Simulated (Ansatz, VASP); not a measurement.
# One calculation of I, two programs

```
I
1.0
    -2.03210    2.03210    2.03210
     2.03210   -2.03210    2.03210
     2.03210    2.03210   -2.03210
I
1
Direct
  0.00000 0.00000 0.00000
```

The real solid is made of molecules; this cell is a model form.

Alike in both runs: task single point; functional r2SCAN; k mesh 8 × 8 × 8; occupations fermi-dirac, width 0.01 eV; no spin polarisation.

```csv
,VASP,Ansatz
version,VASP 6.6.1,Ansatz 0.2.0
potentials or method,"VASP PAW PBE potentials, release 64 (I)","plane waves, PAW"
plane-wave cutoff (eV),520,750
valence electrons in the cell,7,17
```

```tsv
	VASP	Ansatz	Ansatz less VASP
pressure (GPa)	2.4	2.4	+0.05
```

The two sets of potentials don't hold the same shells in valence.

Caveats: the PAW data sets were made with another functional, which shifts forces and pressure a little (VASP); an odd number of electrons without spin polarisation forces a metal; a magnetic or distorted state may lie lower. The runs have no spin-orbit coupling, so splittings on I are missing.
